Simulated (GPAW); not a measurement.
# InP (F-43m) in GPAW: settings compared, part 3 of 3

GPAW 26.7.0. The steps go on from the part before.

### 6 G0W0 quasiparticle levels, PBE (volume scaled by 1.08)

The input, run.py:

```python
import json
import numpy as np
from ase.dft.bandgap import bandgap
from ase.io import write
from ase.spacegroup import crystal
from gpaw import GPAW, PW
from gpaw.response.g0w0 import G0W0

# In 4a
# P 4c
atoms = crystal(['In', 'P'],
                basis=[[0.0, 0.0, 0.0],
                       [0.25, 0.25, 0.25]],
                spacegroup=216, setting=1,  # F-43m
                cellpar=[6.01330141, 6.01330141, 6.01330141, 90.0, 90.0, 90.0],
                primitive_cell=True)

calc = GPAW(mode=PW(450),
            xc='PBE',
            kpts={'size': (4, 4, 4), 'gamma': True},
            occupations={'name': 'fermi-dirac', 'width': 0.001},
            nbands=18,
            convergence={'density': 1e-06},
            maxiter=150,
            txt='gpaw.txt')
atoms.calc = calc
energy = atoms.get_potential_energy()
calc.write('gs.gpw')
write('result.traj', atoms)
print(f'Energy: {energy:.6f} eV')
print('Fermi level:', round(calc.get_fermi_level(), 4), 'eV')
print(f'Gap: {bandgap(calc)[0]:.4f} eV, direct: {bandgap(calc, direct=True)[0]:.4f} eV')

calc.diagonalize_full_hamiltonian(nbands=230)
calc.write('full.gpw', mode='all')

ibz = calc.get_ibz_k_points()
gap, vbm, cbm = bandgap(calc, output=None)
gap, direct, _ = bandgap(calc, direct=True, output=None)
gamma = int(np.abs(ibz).sum(1).argmin())
kpts = sorted({gamma, vbm[1], cbm[1], direct[1]})
gw = G0W0(calc='full.gpw',
          filename='gw',
          ecut=150,
          ecut_extrapolation=False,
          relbands=(-2, 2),
          kpts=kpts,
          integrate_gamma='WS',
          nbands=226,
          ppa=True,
          xc='rALDA',
          fxc_mode='GWP',
          do_GW_too=True)
gw.calculate()
results = {mode: {key: np.asarray(r[key]).tolist() for key in ['f', 'eps', 'vxc', 'exx', 'sigma', 'Z', 'qp', 'sigma_eskn']}
           for mode, r in gw.all_results.items()}
json.dump({'kpts': ibz[kpts].tolist(), 'results': results}, open('gw.json', 'w'))
for mode, r in results.items():
    f, qp = np.array(r['f']), np.array(r['qp'])
    print(mode, 'quasiparticle energies (eV):')
    print(qp.round(3))
    print(mode, 'gap:', round(qp[f < 0.5].min() - qp[f > 0.5].max(), 4), 'eV')
```

Potentials or basis: GPAW PAW data sets (gpaw-data 1.2.1), pw.

Run with:

```
$ OMP_NUM_THREADS=1 python run.py
```

gpaw.txt:

```text
__  _  _
 | _ |_)|_||  |
 |__||  | ||/\| - 26.7.0

Input parameters:
  mode=PW(ecut=450.00000000000006),
  convergence={'density': 1e-06},
  kpts=MonkhorstPack(size=(4, 4, 4), gamma=True),
  maxiter=150,
  nbands=18,
  occupations=Occupations(name='fermi-dirac', width=0.001),
  xc=XC(name='PBE')

Diagonalizing LCAO Hamiltonian
Converting LCAO to pw mode

            P

       In

Atoms  # Å, Bohr magnetons
|   | symbol |        x |        y |        z |    initial magnetic moments |
|---|--------|----------|----------|----------|-----------------------------|
| 0 |     In | 0.000000 | 0.000000 | 0.000000 | ( 0.0000,  0.0000,  0.0000) |
| 1 |      P | 1.503325 | 1.503325 | 1.503325 | ( 0.0000,  0.0000,  0.0000) |

Unit cell  # Å
| periodic |        x |        y |        z |  lengths |    angles |
|----------|----------|----------|----------|----------|-----------|
|      yes | 0.000000 | 3.006651 | 3.006651 | 4.252046 | 60.000000 |
|      yes | 3.006651 | 0.000000 | 3.006651 | 4.252046 | 60.000000 |
|      yes | 3.006651 | 3.006651 | 0.000000 | 4.252046 | 60.000000 |

Number of symmetries: 24
Symmetry operations  # r_c * U_cc + t_c -> r_c
|    | kind |            matrix            |
|----|------|------------------------------|
|  0 |  E   |  1, 0, 0,  0, 1, 0,  0, 0, 1 |
|  1 |  σ   |  1, 0, 0,  0, 0, 1,  0, 1, 0 |
|  2 |  σ   |  1, 0,-1,  0, 1,-1,  0, 0,-1 |
|  3 |  C3  |  1, 0,-1,  0, 0,-1,  0, 1,-1 |
|  4 |  C3  |  1,-1, 0,  0,-1, 1,  0,-1, 0 |
|  5 |  σ   |  1,-1, 0,  0,-1, 0,  0,-1, 1 |
|  6 |  σ   |  0, 1, 0,  1, 0, 0,  0, 0, 1 |
[... 119 lines left out ...]
  Trust region scale: 1.0
  Backstep threshold: 4.0
  History deletion threshold: 6.0
  Fourier metric: weight=20.0, sigma=0.015

occupation numbers:
  Fermi-Dirac:
    width: 0.0010  # eV

poisson solver:
  ecut: 3600.0000000000005  # eV

xc functional:
  name: PBE with 2 nearest neighbor stencil

convergence criteria:
- Maximum integral of absolute [dens]ity change: 1e-06 electrons / valence electron
- Maximum [total energy] change in last 3 cyles: 0.0005 eV / valence electron
- Maximum integral of absolute [eigenst]ate change: 4e-08 eV^2 / valence electron
maximum number of iterations: 150

SCF iterations
|iter     | |      energy | eigst |  dens |
|---------|-|-------------|-------|-------|
|iter:   1| |   -8.831653 | -0.47 |       |
|iter:   2| |   -8.750278 | -2.36 | -1.10 |
|iter:   3| |   -8.464184 | -1.77 | -1.14 |
|iter:   4| |   -8.464754 | -3.30 | -1.73 |
|iter:   5| |   -8.464864c| -4.00 | -2.23 |
|iter:   6| |   -8.464908c| -5.40 | -3.07 |
|iter:   7| |   -8.464915c| -6.49 | -3.52 |
|iter:   8| |   -8.464915c| -7.78c| -4.59 |
|iter:   9| |   -8.464915c| -8.21c| -5.21 |
|iter:  10| |   -8.464915c| -8.88c| -5.78 |
|iter:  11| |   -8.464915c| -9.36c| -6.53c|

Converged in 11 steps
Energy contributions relative to reference atoms: (reference = -169278.333319)

Energy contributions:
  Kinetic:          17.471231
  Coulomb:         -16.526069
  Zero:              0.197462
  External:          0.000000
  Xc:               -9.607539
  Entropy:          -0.000000
  Spinorbit:         0.000000
  ----------------------------
  Free energy:      -8.464915
  Extrapolated:     -8.464915

dipole moment: (-22.819515, -22.819515, -22.819515)  # |e|*Ang

Fermi level: 4.203
Eigenvalues  # (at kpt = [0.000, 0.000, 0.000])
| band index |      eig [eV] | occ [0-2] |
|------------|---------------|-----------|
|          0 |        -9.837 |     2.000 |
|          1 |        -9.837 |     2.000 |
|          2 |        -9.837 |     2.000 |
|          3 |        -9.719 |     2.000 |
|          4 |        -9.719 |     2.000 |
|          5 |        -6.850 |     2.000 |
[... 10 lines left out ...]
|         16 |        15.182 |     0.000 |
|         17 |        15.182 |     0.000 |

Gap: 0.275 eV
Transition (v -> c):
  (s=0, k=0, n=8, [0.00, 0.00, 0.00]) -> (s=0, k=0, n=9, [0.00, 0.00, 0.00])
No difference between direct/indirect transitions
# Writing to gs.gpw (mode='')

Matrix size: 1243x1243
# Writing to full.gpw (mode='all')
```

It took 12 min on 1 thread of Arm Neoverse V1, shared host; peak memory 1.1 GiB.

Results:

| Quantity | Value |
| --- | --- |
| Free energy | -8.4649 eV |
| Band gap on the k mesh, mean-field level | 0.27 eV, direct |
| Quasiparticle gap | 0.84 eV |
| Least direct quasiparticle gap | 0.84 eV |

Caveat: the k mesh is coarse (spacing up to 0.45 Å⁻¹), so the values aren't converged; the quasiparticle gap is taken among the few k points that were corrected; the long-wavelength limit can be off by a per cent or two; spin-orbit coupling is left out, which moves the levels of the heavy elements.

### 7 Against experiment

Step 2. Measured gap of InP: 1.4236 eV (direct; 1.6 K; a printed reference work, data compilation). This calculation gives 0.69 eV (-0.74 eV). The value is that of optPBE-vdW, without temperature or zero-point motion.
